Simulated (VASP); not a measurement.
# AgCl in VASP: notebook

The runs below take AgCl through electric field gradients, with PBEsol.

All numbers are computed with VASP 6.6.1; they aren't measurements. Logs are shortened: lines on timing, memory, paths and dates and some standing lists are left out, and cuts for length are marked.

**Measured values to compare with.**

A printed reference work, data compilation reports, for a bulk crystal of AgCl: band gap 3.249 eV (indirect).

The runs below are set against these values where they give the same quantity.

## (1) The cell of the first run

The structure is cubic, space group Fm-3m (No. 225). Conventional cell: a = 5.655 Å, b = 5.655 Å, c = 5.655 Å, α = 90.00°, β = 90.00°, γ = 90.00°. Within 3.7 Å of Ag (site symmetry m-3m) lie 6 Cl at 2.83 Å. Within 3.7 Å of Cl (site symmetry m-3m) lie 6 Ag at 2.83 Å.

## (2) Electric field gradients, PBEsol (volume scaled by 1.06)

The input, INCAR:

```
SYSTEM = AgCl
  ALGO = Normal
  EDIFF = 1E-8
  ENCUT = 520
  GGA = PS
  ISIF = 2
  ISMEAR = -1
  LASPH = .True.
  LCHARG = .False.
  LEFG = .True.
  LREAL = .False.
  LWAVE = .False.
  NBANDS = 16
  NELM = 60
  PREC = Accurate
  SIGMA = 0.01
```

The input, KPOINTS:

```
k-points
0
Gamma
  9 9 9
  0 0 0
```

The input, POSCAR:

```
AgCl
1.0
    0.0000000000      2.8275392985      2.8275392985
    2.8275392985      0.0000000000      2.8275392985
    2.8275392985      2.8275392985      0.0000000000
Ag Cl
1 1
Direct
    0.5000000000      0.5000000000      0.5000000000
    0.0000000000      0.0000000000      0.0000000000
```

Potentials or basis: VASP PAW PBE potentials, release 64 (Ag, Cl).

The run is started by

```console
$ cat potpaw_PBE.64/Ag/POTCAR potpaw_PBE.64/Cl/POTCAR > POTCAR
$ mpirun -np 1 vasp_std > vasp.out
```

OUTCAR:

```text
SYSTEM = AgCl
   EDIFF = 1E-8
   ENCUT = 520
   GGA = PS
   ISIF = 2
   ISMEAR = -1
   LASPH = .True.
   LREAL = .False.
   NELM = 60
   PREC = Accurate

 ion  position               nearest neighbor table
   1  0.500  0.500  0.500-   2 2.83   2 2.83   2 2.83   2 2.83   2 2.83   2 2.83
   2  0.000  0.000  0.000-   1 2.83   1 2.83   1 2.83   1 2.83   1 2.83   1 2.83

  LATTYP: Found a face centered cubic cell.
 ALAT       =     5.6550785970

  Lattice vectors:

 A1 = (   0.0000000000,   2.8275392985,   2.8275392985)
 A2 = (   2.8275392985,   0.0000000000,   2.8275392985)
 A3 = (   2.8275392985,   2.8275392985,   0.0000000000)

Analysis of symmetry for initial positions (statically):
=====================================================================
 Subroutine PRICEL returns:
 Original cell was already a primitive cell.

 Routine SETGRP: Setting up the symmetry group for a
 face centered cubic supercell.

 Subroutine GETGRP returns: Found 48 space group operations
 (whereof 48 operations were pure point group operations)
 out of a pool of 48 trial point group operations.

The static configuration has the point symmetry O_h .

Analysis of symmetry for dynamics (positions and initial velocities):
=====================================================================
 Subroutine PRICEL returns:
 Original cell was already a primitive cell.

 Routine SETGRP: Setting up the symmetry group for a
 face centered cubic supercell.

 Subroutine GETGRP returns: Found 48 space group operations
 (whereof 48 operations were pure point group operations)
 out of a pool of 48 trial point group operations.

The dynamic configuration has the point symmetry O_h .

 Subroutine INISYM returns: Found 48 space group operations
 (whereof 48 operations are pure point group operations),
 and found     1 'primitive' translations

----------------------------------------------------------------------------------------

                                     Primitive cell

  volume of cell :      45.2122

  direct lattice vectors                    reciprocal lattice vectors
     0.000000000  2.827539299  2.827539299    -0.176832202  0.176832202  0.176832202
     2.827539299  0.000000000  2.827539299     0.176832202 -0.176832202  0.176832202
     2.827539299  2.827539299  0.000000000     0.176832202  0.176832202 -0.176832202

  length of vectors
     3.998744424  3.998744424  3.998744424     0.306282358  0.306282358  0.306282358

  position of ions in fractional coordinates (direct lattice)
     0.500000000  0.500000000  0.500000000
     0.000000000  0.000000000  0.000000000

  ion indices of the primitive-cell ions
   primitive index   ion index
                 1           1
                 2           2

----------------------------------------------------------------------------------------

 KPOINTS: k-points

Automatic generation of k-mesh.
 Grid dimensions read from file:
 generate k-points for:    9    9    9

 Generating k-lattice:

  Cartesian coordinates                     Fractional coordinates (reciprocal lattice)
    -0.019648022  0.019648022  0.019648022     0.111111111  0.000000000  0.000000000
     0.019648022 -0.019648022  0.019648022     0.000000000  0.111111111  0.000000000
     0.019648022  0.019648022 -0.019648022     0.000000000  0.000000000  0.111111111

  Length of vectors
     0.034031373  0.034031373  0.034031373

  Shift w.r.t. Gamma in fractional coordinates (k-lattice)
     0.000000000  0.000000000  0.000000000

 Subroutine IBZKPT returns following result:
 ===========================================

 Found     35 irreducible k-points:

 Following reciprocal coordinates:
            Coordinates               Weight
  0.000000  0.000000  0.000000      1.000000
  0.111111  0.000000  0.000000      8.000000
  0.222222  0.000000  0.000000      8.000000
  0.333333  0.000000  0.000000      8.000000
  0.444444  0.000000  0.000000      8.000000
  0.111111  0.111111  0.000000      6.000000
[... 16 lines left out ...]
 -0.333333  0.333333  0.000000     12.000000
  0.444444  0.444444  0.000000      6.000000
 [... further k-points ...]
   k-points           NKPTS =     35   k-points in BZ     NKDIM =     35   number of bands    NBANDS=     16
   number of dos      NEDOS =    301   number of ions     NIONS =      2
   total plane-waves  NPLWV =  27000
   dimension x,y,z NGX =    30 NGY =   30 NGZ =   30
   dimension x,y,z NGXF=    60 NGYF=   60 NGZF=   60
   ions per type =               1   1
   NGX,Y,Z   is equivalent  to a cutoff of  12.47, 12.47, 12.47 a.u.
   NGXF,Y,Z  is equivalent  to a cutoff of  24.94, 24.94, 24.94 a.u.
 SYSTEM =  AgCl
   PREC   = accura    normal or accurate (medium, high low for compatibility)
   ISTART =      0    job   : 0-new  1-cont  2-samecut
   ICHARG =      2    charge: 1-file 2-atom 10-const
   ISPIN  =      1    spin polarized calculation?
   LNONCOLLINEAR =      F non collinear calculations
   LSORBIT =      F    spin-orbit coupling
   LASPH  =      T    aspherical Exc in radial PAW
   ENCUT  =  520.0 eV  38.22 Ry    6.18 a.u.   7.44  7.44  7.44*2*pi/ulx,y,z
   NELM   =     60;   NELMIN=  2; NELMDL= -5     # of ELM steps
   EDIFF  = 0.1E-07   stopping-criterion for ELM
   LREAL  =      F    real-space projection
   EDIFFG = 0.1E-06   stopping-criterion for IOM
   NSW    =      0    number of steps for IOM
   IBRION =     -1    ionic relax: 0-MD 1-quasi-New 2-CG
   NFREE  =      0    steps in history (QN), initial steepest desc. (CG)
   ISIF   =      2    stress and relaxation
   ISYM   =      2    0-nonsym 1-usesym 2-fastsym
   POTIM  = 0.5000    time-step for ionic-motion
   TEBEG  =    0.0;   TEEND  =   0.0 temperature during run
   PSTRESS=    0.0 pullay stress
   NELECT =      18.0000    total number of electrons
   NUPDOWN=      -1.0000    fix difference up-down
   EMIN   =  10.00;   EMAX   =-10.00  energy-range for DOS
   EFERMI =   0.00;   METHOD = LEGACY
   ISMEAR =    -1;   SIGMA  =   0.01  broadening in eV -4-tet -1-fermi 0-gaus
   EFERMI_NEDOS =   21; number of points for ismear=-14 and -15
   IALGO  =     38    algorithm
   IMIX   =      4    mixing-type and parameters
     AMIX     =   0.40;   BMIX     =  1.00
     AMIX_MAG =   1.60;   BMIX_MAG =  1.00
  volume/ion in A,a.u.               =      22.61       152.55
  Fermi-wavevector in a.u.,A,eV,Ry     =   1.204334  2.275862 19.734174  1.450421
  Thomas-Fermi vector in A             =   2.340062
   LORBIT       =      0    0 simple, 1 ext, 2 COOP (PROOUT), +10 PAW based schemes
   GGA     = PS    functional components
   LHFCALC =     F    Hartree Fock is set to
   AEXX    =    0.0000 exact exchange contribution
   IVDW    =     0    specifies the selected vdW correction
   LEPSILON=     F    determine dielectric tensor
   LRPA    =     F    only Hartree local field effects (RPA)
 non-spin polarized calculation
  energy-cutoff  :      520.00
  volume of cell :       45.21
 maximum number of plane-waves:      1243
 NGX is ok and might be reduce to    30
   NGX = 15   NGY = 15   NGZ = 15

 number of electron      17.9999992 magnetization

 Free energy of the ion-electron system (eV)
  ---------------------------------------------------
  ext. energy  EPLUGINS =         0.00000000
  ---------------------------------------------------
  free energy    TOTEN  =        -5.98121752 eV

  energy without entropy =       -5.98121752  energy(sigma->0) =       -5.98121752

 E-fermi :   3.1817     XC(G=0):  -9.9131

 val. band max:        2.9563371650   @ k =   0.4444   0.0000   0.0000
 cond. band min:       3.7512545200   @ k =   0.0000   0.0000   0.0000
 fundamental gap:      0.7949173550
 Fermi energy:         3.1817167237

 k-point     1 :       0.0000    0.0000    0.0000
  band No.  band energies     occupation
      1     -11.7669      2.00000
      2       0.7463      2.00000
      3       0.7463      2.00000
      4       0.7463      2.00000
      5       0.7822      2.00000
      6       0.7822      2.00000
[... 8 lines left out ...]
     15      15.8222      0.00000
     16      15.8222      0.00000

 k-point     2 :       0.1111    0.0000    0.0000
  band No.  band energies     occupation
      1     -11.7253      2.00000
      2       0.2099      2.00000
      3       0.2324      2.00000
      4       0.2324      2.00000
      5       0.7855      2.00000
      6       0.7855      2.00000
[... 8 lines left out ...]
     15      14.8684      0.00000
     16      15.3865      0.00000
[... 387 lines left out ...]
      5       0.9683      2.00000
      6       1.0856      2.00000
[... 8 lines left out ...]
     15      16.0310      0.00000
     16      18.8703      0.00000

 k-point    24 :       0.4444    0.4444    0.0000
  band No.  band energies     occupation
      1     -11.3748      2.00000
      2      -1.0337      2.00000
      3       0.2045      2.00000
      4       0.2045      2.00000
      5       0.4652      2.00000
      6       0.9453      2.00000
[... 8 lines left out ...]
     15      18.3071      0.00000
     16      18.3085      0.00000

 [... further k-points ...]
[... 5 lines left out ...]
  --------------------------------------------------------------------------------------
  -------------------------------------------------------------------------------------
  Total       -1.3534317     -1.3534317     -1.3534317     -0.0000000     -0.0000000     -0.0000000
  in kB      -47.9613031    -47.9613031    -47.9613031     -0.0000000     -0.0000000     -0.0000000
  external PRESSURE =     -47.9613031 kB  Pullay stress =       0.0000000 kB

 VOLUME and BASIS-vectors are now :
 -----------------------------------------------------------------------------
  energy-cutoff  :      520.00
  volume of cell :       45.21
      direct lattice vectors                 reciprocal lattice vectors
     0.000000000  2.827539299  2.827539299    -0.176832202  0.176832202  0.176832202
     2.827539299  0.000000000  2.827539299     0.176832202 -0.176832202  0.176832202
     2.827539299  2.827539299  0.000000000     0.176832202  0.176832202 -0.176832202

 POSITION                                       TOTAL-FORCE (eV/Angst)
 -----------------------------------------------------------------------------------
      2.82754      2.82754      2.82754         0.000000     -0.000000      0.000000
      0.00000      0.00000      0.00000         0.000000      0.000000      0.000000
 -----------------------------------------------------------------------------------
    total drift:                                0.000000      0.000000      0.000000

  FREE ENERGIE OF THE ION-ELECTRON SYSTEM (eV)
  ---------------------------------------------------
  free  energy   TOTEN  =        -5.9812175225 eV

  energy  without entropy=       -5.9812175225  energy(sigma->0) =       -5.98121752

 Electric field gradients (V/A^2)
---------------------------------------------------------------------
 ion       V_xx      V_yy      V_zz      V_xy      V_xz      V_yz
---------------------------------------------------------------------
   1       0.000    -0.000    -0.000     0.001     0.001     0.001
   2       0.000    -0.000     0.000     0.000     0.000     0.000
---------------------------------------------------------------------

 Electric field gradients after diagonalization (V/A^2)
 (convention: |V_zz| > |V_xx| > |V_yy|)
----------------------------------------------------------------------
 ion       V_xx      V_yy      V_zz     asymmetry (V_yy - V_xx)/ V_zz
----------------------------------------------------------------------
   1      -0.001    -0.001     0.002       0.000
   2      -0.000    -0.000     0.000       0.000
----------------------------------------------------------------------

           NMR quadrupolar parameters

 Cq : quadrupolar parameter    Cq=e*Q*V_zz/h
 eta: asymmetry parameters     (V_yy - V_xx)/ V_zz
 Q  : nuclear electric quadrupole moment in mb (millibarn)
----------------------------------------------------------------------
 ion       Cq(MHz)       eta       Q (mb)
----------------------------------------------------------------------
   1       0.000       0.000       1.000
   2       0.000       0.000       1.000
----------------------------------------------------------------------
```

It took 24 s on 1 thread of Intel Xeon Platinum 8375C at 2.90GHz (Ice Lake), shared host; peak memory 0.18 GiB.

Results:

```
Free energy            : -5.9812 eV
Pressure               : -4.8 GPa
Band gap on the k mesh : 0.80 eV, indirect (least direct gap 2.83 eV)
```

Caveat: without QUAD_EFG the Cq values of the log hold for a quadrupole moment of 1 mb, not for the nuclei; the PAW data sets were made with another functional, which shifts forces and pressure a little. A k mesh can miss the band edges.

[end of part 1 of 3]
